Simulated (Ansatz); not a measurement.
## Relativity in Hg

```yaml
crystal:
  lattice:
    - [2.23398, -2.04586, 0.00000]
    - [2.23398, 2.04586, 0.00000]
    - [-0.34874, 0.00000, 3.03980]
  atoms:
    - { symbol: Hg, position: [0.50000, 0.50000, 0.50000] }
```

The conventional cell has a = 4.468 Å, b = 4.092 Å, c = 3.060 Å, α = 90.00°, β = 96.54°, γ = 90.00°. Hg (atom 1) has 6 Hg at 3.03 to 3.06 Å as nearest neighbours.

The cell is the one relaxed in the Materials Project (mp-1184569), not relaxed further here; entries there can be hypothetical.

One fixed cell is solved with PBE by all-electron LAPW in Ansatz 0.2.0 under different relativistic treatments. Pressure is positive in compression.

Numerical set-up: a Γ-centred 11×11×11 k mesh, Fermi–Dirac smearing of 0.05 eV, basis error target 1 meV/atom, no spin polarisation.

| setting | P (GPa) |
| --- | --- |
| scalar-relativistic | 1.28 |
| non-relativistic | ? |
| with spin–orbit coupling | ? |
| scalar-relativistic, point nuclei | 1.30 |

What belongs in the row "with spin–orbit coupling", column "P (GPa)"?

0.13.

Fill in "P (GPa)" for the row "non-relativistic".

5.69.
